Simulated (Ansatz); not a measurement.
# MoS2 (R3m) in Ansatz: further runs

The runs below take MoS2 through band structure, single point, equation of state, with PBE.

Program: Ansatz 0.2.0. These are calculated values, not measurements. Logs are shortened: lines on timing, memory, paths and dates and some standing lists are left out, and cuts for length are marked.

## Step 1: Starting point

The structure is trigonal, space group R3m (No. 160). The conventional cell has a = 3.160 Å, b = 3.160 Å, c = 18.450 Å, α = 90.00°, β = 90.00°, γ = 120.00°. Mo (site symmetry 3m) has 6 S at 2.39 Å as nearest neighbours. Around S (site symmetry 3m) lie 3 Mo at 2.39 Å. S (site symmetry 3m) is surrounded by 3 Mo at 2.39 Å.

Measurements of this composition are mostly on another form, of space group No. 194.

## Step 2: Band structure, PBE

Input file input.yaml:

```yaml
crystal:
  lattice:
    - [1.58, 0.9122134253, 6.15]
    - [-1.58, 0.9122134253, 6.15]
    - [0.0, -1.8244268506, 6.15]
  atoms:
    - { symbol: Mo, position: [0.0, 0.0, 0.0] }
    - { symbol: S, position: [0.417, 0.417, 0.417] }
    - { symbol: S, position: [0.25, 0.25, 0.25] }
hamiltonian:
  xc: pbe
  pseudopotentials: { kind: paw }
kpoints:
  mp_grid: { grid: [10, 10, 10] }
  band_path:
    path:
      - [[0.0, 0.0, 0.0], [0.5, 0.0, 0.0], [0.5, 0.181334009, -0.181334009]]
      - [[0.818665991, 0.5, 0.181334009], [0.5, 0.5, 0.5], [0.0, 0.0, 0.0], [0.3406670045, 0.0, -0.3406670045]]
      - [[0.6593329955, 0.3406670045, 0.0], [0.5, 0.5, 0.0], [0.6593329955, 0.6593329955, 0.181334009], [0.5, 0.5, 0.5]]
      - [[0.5, 0.0, 0.0], [0.818665991, 0.3406670045, 0.3406670045]]
    npoints: 14
scf:
  occupations: { method: fermi_dirac, width: 0.05 }
  n_extra_bands: 7
output:
  forces: true
  stress: true
  eigenvalues: true
  fatbands: false
```

Potentials or basis: Ansatz PAW.

Command:

```console
$ ansatz run input.yaml --threads 2 --pin off --max-ram 5632MiB --backend cpu --events-out ev --progress --plain --runs-dir out
```

Standard output:

```text
Warning: RAYON_NUM_THREADS=2 ignored (pool sized by the plan → 2); use --threads N
basis.fft_grid_basis auto: the FFT boxes are laid along the combinations [[1, 0, -1], [0, 1, -1], [0, 0, 1]] of the cell's own vectors, 3.160, 3.160 and 6.415 Å long. The dense box has 24×24×45 points. Along the cell's own vectors, as sized, it would have 45×45×45, 3.52 times as many. Of the 6 symmetry operations that the crystal satisfies within crystal.symmetry.tolerance (time reversal apart; of a slab, those that keep its plane) the dense box along the cell's own vectors carries 6, and the one as laid loses 4 of those. basis.fft_grid_basis: typed keeps the cell's own vectors: state it where this run's energies or levels are differenced outside the engine with another run's, or held beside a run that keeps those vectors.
scf.n_extra_bands = 7 over 13 filled bands (N_el = 26.0): the run solves 20 bands
Engine: ansatz 0.2.0, aarch64-unknown-linux-gnu
Pseudopotentials: kind: paw
Pseudopotential: Mo, paw, valence charge 14, recommended cutoff 420 eV (normal), Mo.paw.azcp
Pseudopotential: S, paw, valence charge 6, recommended cutoff 420 eV (normal), S.paw.azcp
Functional definition: PBE
  parameter kappa = 0.804
  parameter beta = 0.06672455060314922
  exchange = pbe_x(kappa = kappa, mu = beta*pi^2/3)
  correlation = pbe_c(beta = beta)
Crystal: 3 atoms, lattice volume = 53.184 Å³
Basis set: ecut = 420 eV, 1011 PW (Γ), FFT grids on a1−a3, a2−a3, a3, exchange–correlation on 48×48×90 points (8 copies of the dense FFT grid, shifted against one another)
Bands: 20, of which v1, the nominal top of the filled ones, is band 13 counted from 1 (12 counted from 0)
Symmetry: 6 space group operations
Space group: R3m (ITA 160), of the structure as read, at distance tolerance 3.8e-5 Å
k-points: 116 of 1000 (time reversal used)
Non-local potential: Mo, projectors of the file, l = 0: 3, l = 1: 2, l = 2: 2, l = 3: 1
Non-local potential: S, projectors of the file, l = 0: 2, l = 1: 2, l = 2: 2
PAW form: soft (Blöchl's): semilocal exchange-correlation on the pseudo side does not see the compensation charge
PAW one-centre angular grid: Mo, 590 points (default); XC on 64 Gauss nodes
PAW one-centre angular grid: S, 110 points (default); XC on 64 Gauss nodes
Initial density: superposition of atomic densities (neutral atoms: chi_scale 0, normalization atom), corrected by the library's trained network
Initial wavefunctions: pseudopotential atomic-orbital guess
Functional: x = pbe(κ = 0.804, μ = 0.2195149727645171), c = pbe(β = 0.06672455060314922)
SCF iter   1: F=—  HF=-6762.746132 eV  |F-HF|=—  |Δ(HF+E_count)|=         —  Δρ=5.55e-3  dr2=4.02e-3  ethr=1.77e-3  ⟨swp⟩=6.1  Hψ=12998  notcnv=0  defer=5
preconditioner: auto → none  [insulator: Δε(μ)=0.959 eV  Ē_g=10.569 eV  σ=0.050 eV  W_gap=1.00  n_scr=16 (ndim 8)  ℏωp=21.6 eV  f_vac=0.016  D(μ)=0.00/eV (n_scr^D=0)  ε∞_Penn≈5.2]
SCF iter   2: F=—  HF=-6762.750499 eV  |F-HF|=—  |Δ(HF+E_count)|=   4.37e-3  Δρ=2.95e-3  dr2=2.00e-3  ethr=1.55e-5  ⟨swp⟩=2.2  Hψ=4665  notcnv=0  defer=69
SCF iter   3: F=—  HF=-6762.753226 eV  |F-HF|=—  |Δ(HF+E_count)|=   2.73e-3  Δρ=2.47e-3  dr2=8.53e-3  ethr=7.70e-6  ⟨swp⟩=2.0  Hψ=3127  notcnv=0  defer=69  recentre
SCF iter   4: F=—  HF=-6762.752405 eV  |F-HF|=—  |Δ(HF+E_count)|=   8.21e-4  Δρ=4.53e-4  dr2=1.07e-4  ethr=7.70e-6  ⟨swp⟩=2.3  Hψ=2987  notcnv=0  defer=69
SCF iter   5: F=—  HF=-6762.752425 eV  |F-HF|=—  |Δ(HF+E_count)|=   1.96e-5  Δρ=1.16e-4  dr2=1.55e-5  ethr=4.13e-7  ⟨swp⟩=2.1  Hψ=2974  notcnv=0  defer=69
SCF iter   6: F=—  HF=-6762.752422 eV  |F-HF|=—  |Δ(HF+E_count)|=   2.80e-6  Δρ=5.98e-5  dr2=1.66e-6  ethr=5.97e-8  ⟨swp⟩=2.2  Hψ=2677  notcnv=0  defer=79
SCF iter   7: F=—  HF=-6762.752423 eV  |F-HF|=—  |Δ(HF+E_count)|=   8.46e-7  Δρ=1.67e-5  dr2=1.34e-7  ethr=6.39e-9  ⟨swp⟩=2.0  Hψ=2953  notcnv=0  defer=82
SCF iter   8: F=-6762.752423 eV  HF=-6762.752423 eV  |F-HF|=2.13e-8  |Δ(HF+E_count)|=   1.56e-7  Δρ=5.04e-6  dr2=5.69e-9  ethr=3.85e-10  ⟨swp⟩=9.2  Hψ=10020  notcnv=0
SCF 1 converged in 8 iterations: F = -6762.752423 eV  dr2 = 5.69e-9
NSCF: frozen V_eff on 130 k-points
SCF converged after 8 iterations
Free energy (F): -6762.752423 eV
Harris-Foulkes:  -6762.752423 eV  (|F-HF|=2.13e-8)
Internal energy: -6762.752422 eV  (E = F + TS)
E sigma→0 (E₀):  -6762.752423 eV
Entropy (-TS):   -0.000001 eV (-0.000 meV/atom)
Fermi energy:    11.513131 eV
--- Per-component energies (eV) ---
  E_band       = -154.285227
  E_kinetic    = 657.951413
  E_local      = -1989.398187  (includes V_loc(G=0)·N_el)
  E_nonlocal   = 199.331150
  E_hartree    = 768.655929
  E_xc         = -379.222605
  E_vxc        = -405.973594  (∫ρ·V_xc dr)
  E_paw        = -4401.667561  (= ΣΔE_a)
  E_vpaw       = -153.507965  (= ΣTr[D̂ρ^β])
  E_aug_tail   = 0.000037  (compensation charges beyond the density's cutoff)
  E_ewald      = -1618.402598
  E_smearing   = -0.000001  (= −TS)
  E_closure    = 0.000000  (closes the sum)
  Σ components = -6762.752423   (vs F -6762.752423, Δ=0.00e0)
--- Forces (eV/Å), atoms counted from 1 ---
  atom   1  Mo     0.00000000     0.00000000     0.08646082
  atom   2  S      0.00000000     0.00000000     0.43477427
  atom   3  S      0.00000000    -0.00000000    -0.52126532
  max |Σ_I F_I| component: 3.02e-5 eV/Å
--- Stress (GPa, compression-positive) ---
        4.550700       0.000000       0.000000
        0.000000       4.550700       0.000000
       -0.000000       0.000000       6.953089
  P = ⅓ Tr σ = 5.3515 GPa (53.515 kbar)
--- Band table (eV; the first three rows and the last of 116) ---
  k-point 0: bands = ["-50.4858", "-24.6488", "-24.4190", "-24.4190", "-4.0439", "-2.3204", "4.0766", "7.6076", "7.6076", "8.7432", "8.7432", "9.8203", "9.9178", "13.1094", "13.1094", "13.5304", "13.5304", "16.5678", "19.1655", "19.5555"]
  k-point 1: bands = ["-50.4818", "-24.6409", "-24.4590", "-24.4280", "-3.8884", "-2.2738", "4.2551", "7.2884", "7.7692", "8.2248", "8.5051", "9.8266", "10.0760", "13.0111", "13.0790", "13.3238", "13.4100", "17.2596", "19.5776", "19.8132"]
  k-point 2: bands = ["-50.4714", "-24.6202", "-24.5624", "-24.4516", "-3.4559", "-2.1442", "4.6714", "6.6310", "7.3404", "7.9891", "8.2098", "9.6405", "9.8179", "12.4064", "13.0171", "13.3552", "13.8897", "18.3869", "19.6541", "20.0934"]
  k-point 115: bands = ["-50.4858", "-24.6490", "-24.4190", "-24.4190", "-3.7994", "-2.7359", "5.0561", "7.5878", "7.5935", "7.5935", "8.7705", "8.7705", "11.0948", "13.2047", "13.2047", "13.3971", "13.3971", "16.6473", "19.6306", "20.9583"]
```

It took 10 s on 2 threads of Arm Neoverse V2, shared host; peak memory 0.42 GiB.

What came out:

```yaml
Free_energy: -6762.7524 eV
Pressure: 5.4 GPa
Largest_force: 0.521 eV/Å
Band_gap_on_the_k_mesh: 0.95 eV, indirect (least direct gap 1.96 eV)
Band_gap_along_the_path: 0.92 eV, indirect (least direct gap 1.71 eV)
```

Forces on the atoms (eV/Å):
```
Mo   0.000  0.000  0.086
S    0.000  0.000  0.435
S    0.000  0.000 -0.521
```

Levels at the corners of the path, in eV from the valence-band top:
```
point  band 9  band 10  band 11  band 12  band 13  band 14  band 15  band 16  band 17  band 18
    Γ   -3.49    -2.35    -2.35    -1.27    -1.18     2.01     2.01     2.44     2.44     5.47
    L   -5.07    -4.07    -2.36    -1.68    -1.50     1.57     2.00     3.46     3.49     5.25
   B1   -4.91    -4.42    -3.79    -2.83    -0.81     0.96     2.30     3.00     4.23     6.34
    B   -4.91    -4.42    -3.79    -2.83    -0.81     0.96     2.30     3.00     4.23     6.34
    Z   -3.50    -3.50    -2.32    -2.32     0.00     2.11     2.11     2.30     2.30     5.55
    Γ   -3.49    -2.35    -2.35    -1.27    -1.18     2.01     2.01     2.44     2.44     5.47
    X   -4.96    -4.42    -3.72    -2.88    -0.79     0.93     2.30     2.99     4.25     6.25
    Q   -4.96    -4.42    -3.72    -2.88    -0.79     0.93     2.30     2.99     4.25     6.25
    F   -4.78    -4.00    -2.93    -1.86    -1.33     1.52     2.12     3.00     3.91     5.96
   P1   -4.85    -4.02    -2.80    -1.82    -1.36     1.53     2.15     3.06     3.80     5.58
    Z   -3.50    -3.50    -2.32    -2.32     0.00     2.11     2.11     2.30     2.30     5.55
    L   -5.07    -4.07    -2.36    -1.68    -1.50     1.57     2.00     3.46     3.49     5.25
    P   -4.85    -4.02    -2.80    -1.82    -1.36     1.53     2.15     3.06     3.80     5.58
```

## Step 3: Single point, PBE, 16.66 Å³/atom (volume scaled by 0.94)

Input file input.yaml:

```yaml
crystal:
  lattice:
    - [1.5477460518, 0.8935915996, 6.0244545686]
    - [-1.5477460518, 0.8935915996, 6.0244545686]
    - [0.0, -1.7871831992, 6.0244545686]
  atoms:
    - { symbol: Mo, position: [0.0, 0.0, 0.0] }
    - { symbol: S, position: [0.417, 0.417, 0.417] }
    - { symbol: S, position: [0.25, 0.25, 0.25] }
hamiltonian:
  xc: pbe
  pseudopotentials: { kind: paw }
kpoints:
  mp_grid: { grid: [10, 10, 10] }
scf:
  occupations: { method: fermi_dirac, width: 0.05 }
output:
  forces: true
  stress: true
  eigenvalues: true
```

Potentials or basis: Ansatz PAW.

Command:

```console
$ ansatz run input.yaml --threads 2 --pin off --max-ram 5632MiB --backend cpu --events-out ev --progress --plain --runs-dir out
```

Standard output:

```text
Warning: RAYON_NUM_THREADS=2 ignored (pool sized by the plan → 2); use --threads N
basis.fft_grid_basis auto: the FFT boxes are laid along the combinations [[1, 0, -1], [0, 1, -1], [0, 0, 1]] of the cell's own vectors, 3.095, 3.095 and 6.284 Å long. The dense box has 24×24×45 points. Along the cell's own vectors, as sized, it would have 45×45×45, 3.52 times as many. Of the 6 symmetry operations that the crystal satisfies within crystal.symmetry.tolerance (time reversal apart; of a slab, those that keep its plane) the dense box along the cell's own vectors carries 6, and the one as laid loses 4 of those. basis.fft_grid_basis: typed keeps the cell's own vectors: state it where this run's energies or levels are differenced outside the engine with another run's, or held beside a run that keeps those vectors.
[... 9 set-up lines as earlier in the session ...]
[... 48 lines left out ...]
  atom   1  Mo     0.00000000     0.00000000     0.09877361
  atom   2  S      0.00000000    -0.00000000     1.58587823
  atom   3  S     -0.00000000     0.00000000    -1.68466203
  max |Σ_I F_I| component: 1.02e-5 eV/Å
--- Stress (GPa, compression-positive) ---
       15.733203       0.000000       0.000000
        0.000000      15.733203      -0.000000
        0.000000      -0.000000      19.346832
  P = ⅓ Tr σ = 16.9377 GPa (169.377 kbar)
--- Band table (eV; the first three rows and the last of 116) ---
  k-point 0: bands = ["-49.4030", "-23.6360", "-23.3266", "-23.3266", "-3.4214", "-1.4793", "4.6874", "8.4018", "8.4018", "9.6490", "9.6490", "10.7841", "10.8851", "14.2868", "14.2868", "14.8213", "14.8213"]
  k-point 1: bands = ["-49.3977", "-23.6257", "-23.3776", "-23.3380", "-3.2496", "-1.4352", "4.8766", "8.0727", "8.5824", "9.0873", "9.3909", "10.7522", "11.1239", "14.1928", "14.3025", "14.5472", "14.6624"]
  k-point 2: bands = ["-49.3837", "-23.5984", "-23.5093", "-23.3676", "-2.7718", "-1.3121", "5.3065", "7.4199", "8.1444", "8.8352", "9.0764", "10.5958", "10.8407", "13.5348", "14.2407", "14.5627", "15.1555"]
  k-point 115: bands = ["-49.4030", "-23.6361", "-23.3266", "-23.3266", "-3.1476", "-1.9645", "5.7467", "8.3876", "8.3876", "8.4163", "9.6775", "9.6775", "12.2084", "14.3937", "14.3937", "14.6677", "14.6677"]
```

Run time: 5 s. Hardware: 2 threads of Arm Neoverse V2, shared host; peak memory 0.39 GiB.

What came out:

```
Free energy            : -6762.5365 eV
Pressure               : 16.9 GPa
Largest force          : 1.685 eV/Å
Band gap on the k mesh : 0.89 eV, indirect (least direct gap 2.13 eV)
```

Caveat: forces of over 1 eV/Å show positions far from the minimum, so gaps and moduli don't describe the material at rest.

## Step 4: Single point, PBE, 17.02 Å³/atom (volume scaled by 0.96)

Changes to input.yaml since step 3:

```diff
@@ -2,5 +2,5 @@
   lattice:
-    - [1.5477460518, 0.8935915996, 6.0244545686]
-    - [-1.5477460518, 0.8935915996, 6.0244545686]
-    - [0.0, -1.7871831992, 6.0244545686]
+    - [1.558646031, 0.8998847055, 6.0668817029]
+    - [-1.558646031, 0.8998847055, 6.0668817029]
+    - [0.0, -1.7997694111, 6.0668817029]
   atoms:
```

Command:

```console
$ ansatz run input.yaml --threads 2 --pin off --max-ram 5632MiB --backend cpu --events-out ev --progress --plain --runs-dir out
```

Run time: 5.1 s. Hardware: 2 threads of Arm Neoverse V2, shared host; peak memory 0.39 GiB.

The run converged. Its results:

```yaml
Free_energy: -6762.6345 eV
Pressure: 12.7 GPa
Largest_force: 1.267 eV/Å
Band_gap_on_the_k_mesh: 0.92 eV, indirect (least direct gap 2.07 eV)
```

Caveat: forces of over 1 eV/Å show positions far from the minimum, so gaps and moduli don't describe the material at rest.

## Step 5: Single point, PBE, 17.37 Å³/atom (volume scaled by 0.98)

Changes to input.yaml since step 4:

```diff
@@ -2,5 +2,5 @@
   lattice:
-    - [1.558646031, 0.8998847055, 6.0668817029]
-    - [-1.558646031, 0.8998847055, 6.0668817029]
-    - [0.0, -1.7997694111, 6.0668817029]
+    - [1.5693956536, 0.9060910031, 6.1087235885]
+    - [-1.5693956536, 0.9060910031, 6.1087235885]
+    - [0.0, -1.8121820061, 6.1087235885]
   atoms:
```

Command:

```console
$ ansatz run input.yaml --threads 2 --pin off --max-ram 5632MiB --backend cpu --events-out ev --progress --plain --runs-dir out
```

Run time: 5 s. Hardware: 2 threads of Arm Neoverse V2, shared host; peak memory 0.4 GiB.

It converged, with:

```yaml
Free_energy: -6762.7056 eV
Pressure: 8.8 GPa
Largest_force: 0.880 eV/Å
Band_gap_on_the_k_mesh: 0.94 eV, indirect (least direct gap 2.01 eV)
```

## Step 6: Single point, PBE, 17.73 Å³/atom

Changes to input.yaml since step 5:

```diff
@@ -2,5 +2,5 @@
   lattice:
-    - [1.5693956536, 0.9060910031, 6.1087235885]
-    - [-1.5693956536, 0.9060910031, 6.1087235885]
-    - [0.0, -1.8121820061, 6.1087235885]
+    - [1.58, 0.9122134253, 6.15]
+    - [-1.58, 0.9122134253, 6.15]
+    - [0.0, -1.8244268506, 6.15]
   atoms:
```

Potentials or basis: Ansatz PAW.

Command:

```console
$ ansatz run input.yaml --threads 2 --pin off --max-ram 5632MiB --backend cpu --events-out ev --progress --plain --runs-dir out
```

It took 5 s on 2 threads of Arm Neoverse V2, shared host; peak memory 0.4 GiB.

Results (log left out):

```yaml
Free_energy: -6762.7524 eV
Pressure: 5.4 GPa
Largest_force: 0.521 eV/Å
Band_gap_on_the_k_mesh: 0.95 eV, indirect (least direct gap 1.96 eV)
```

## Step 7: Single point, PBE, 18.08 Å³/atom (volume scaled by 1.02)

Changes to input.yaml since step 6:

```diff
@@ -2,5 +2,5 @@
   lattice:
-    - [1.58, 0.9122134253, 6.15]
-    - [-1.58, 0.9122134253, 6.15]
-    - [0.0, -1.8244268506, 6.15]
+    - [1.5904638811, 0.9182547499, 6.1907296638]
+    - [-1.5904638811, 0.9182547499, 6.1907296638]
+    - [0.0, -1.8365094997, 6.1907296638]
   atoms:
```

Command:

```console
$ ansatz run input.yaml --threads 2 --pin off --max-ram 5632MiB --backend cpu --events-out ev --progress --plain --runs-dir out
```

It took 5.2 s on 2 threads of Arm Neoverse V2, shared host; peak memory 0.4 GiB.

The run converged. Its results:

```
Free energy            : -6762.7774 eV
Pressure               : 2.2 GPa
Largest force          : 0.189 eV/Å
Band gap on the k mesh : 0.97 eV, indirect (least direct gap 1.90 eV)
```

## Step 8: Single point, PBE, 18.44 Å³/atom (volume scaled by 1.04)

Changes to input.yaml since step 7:

```diff
@@ -2,5 +2,5 @@
   lattice:
-    - [1.5904638811, 0.9182547499, 6.1907296638]
-    - [-1.5904638811, 0.9182547499, 6.1907296638]
-    - [0.0, -1.8365094997, 6.1907296638]
+    - [1.600791858, 0.9242176101, 6.2309303335]
+    - [-1.600791858, 0.9242176101, 6.2309303335]
+    - [0.0, -1.8484352203, 6.2309303335]
   atoms:
```

Command:

```console
$ ansatz run input.yaml --threads 2 --pin off --max-ram 5632MiB --backend cpu --events-out ev --progress --plain --runs-dir out
```

Run time: 5.2 s. Hardware: 2 threads of Arm Neoverse V2, shared host; peak memory 0.4 GiB.

The run converged. Its results:

```
Free energy            : -6762.7827 eV
Pressure               : -0.6 GPa
Largest force          : 0.198 eV/Å
Band gap on the k mesh : 0.98 eV, indirect (least direct gap 1.85 eV)
```

## Step 9: Single point, PBE, 18.79 Å³/atom (volume scaled by 1.06)

Changes to input.yaml since step 8:

```diff
@@ -2,5 +2,5 @@
   lattice:
-    - [1.600791858, 0.9242176101, 6.2309303335]
-    - [-1.600791858, 0.9242176101, 6.2309303335]
-    - [0.0, -1.8484352203, 6.2309303335]
+    - [1.6109882594, 0.9301045052, 6.2706188579]
+    - [-1.6109882594, 0.9301045052, 6.2706188579]
+    - [0.0, -1.8602090104, 6.2706188579]
   atoms:
```

Potentials or basis: Ansatz PAW.

Command:

```console
$ ansatz run input.yaml --threads 2 --pin off --max-ram 5632MiB --backend cpu --events-out ev --progress --plain --runs-dir out
```

It took 5.2 s on 2 threads of Arm Neoverse V2, shared host; peak memory 0.4 GiB.

The run converged. Its results:

- Free energy: -6762.7703 eV
- Pressure: -3.1 GPa
- Largest force: 0.480 eV/Å
- Band gap on the k mesh: 0.99 eV, indirect (least direct gap 1.81 eV)

## Step 10: Equation of state, PBE

This step only gathers the single runs of the series.

What came out:

```
Equilibrium volume                        : 18.36 Å³/atom
Bulk modulus at fixed shape and positions : 141 GPa
Pressure derivative of the bulk modulus   : 4.4
```

Energy against volume, from the lowest point:
| volume (Å³/atom) | energy (meV/atom) |
| --- | --- |
| 16.664 | 82.08 |
| 17.019 | 49.41 |
| 17.373 | 25.71 |
| 17.728 | 10.10 |
| 18.083 | 1.77 |
| 18.437 | 0.00 |
| 18.792 | 4.13 |

Caveat: the cell was scaled at fixed shape and fractional positions, which overstates the stiffness of a crystal with free parameters, most of all of layers and chains.
